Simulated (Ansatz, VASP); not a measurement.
**BN in VASP and in Ansatz**

File INCAR:

```
SYSTEM = BN
PREC = Accurate ; ENCUT = 520
EDIFF = 1E-6 ; ISMEAR = -1
SIGMA = 0.05 ; LREAL = .False.
LASPH = .True. ; NELM = 60
ALGO = Normal ; ISIF = 2
LWAVE = .False. ; LCHARG = .True.
LELF = .True. ; LVHAR = .True.
NBANDS = 11
```

The input KPOINTS:

```
regular mesh
0
Gamma
  12 12 12
  0 0 0
```

The input POSCAR:

```
BN
1.0
    1.2675858000      0.7318410028      3.4173202092
   -1.2675858000      0.7318410028      3.4173202092
    0.0000000000     -1.4636820056      3.4173202092
N B
1 1
Direct
    0.6672382000      0.6672382000      0.6672382000
    0.0003288000      0.0003288000      0.0003288000
```

Contents of input.yaml:

```yaml
crystal:
  lattice:
    - [1.2675858, 0.7318410028, 3.4173202092]
    - [-1.2675858, 0.7318410028, 3.4173202092]
    - [0.0, -1.4636820056, 3.4173202092]
  atoms:
    - { symbol: "N", position: [0.6672382, 0.6672382, 0.6672382] }
    - { symbol: B, position: [0.0003288, 0.0003288, 0.0003288] }
kpoints:
  mp_grid: { grid: [12, 12, 12] }
scf:
  occupations: { method: fermi_dirac, width: 0.05 }
hamiltonian:
  xc: lda
  pseudopotentials: { kind: all_electron, lapw: { basis_error: 0.001 } }
output:
  forces: true
  stress: true
  eigenvalues: true
```

Change from the starting cell: volume scaled by 1.04.

Alike in both runs: task single point; functional LDA; k mesh 12 × 12 × 12; occupations fermi-dirac, width 0.05 eV; no spin polarisation.

|  | VASP | Ansatz |
| --- | --- | --- |
| version | VASP 6.6.1 | Ansatz 0.2.0 |
| potentials or method | VASP PAW LDA potentials, release 64 (N, B) | all-electron LAPW, scalar-relativistic |
| plane-wave cutoff (eV) | 520 | see its input |

|  | VASP | Ansatz | Ansatz less VASP |
| --- | --- | --- | --- |
| gap on the k mesh at the Fermi level (eV) | 4.05 | 4.05 | +0.008 |
| least direct gap on the mesh (eV) | 4.46 | 4.46 | +0.005 |
| pressure (GPa) | -12.4 | -12.7 | -0.28 |
| largest component of the traceless stress (GPa) | 11.10 | 11.54 | +0.439 |

Ansatz ran all-electron here, so the differences hold the error of VASP's frozen core and of both bases.

A k mesh can miss the band edges.
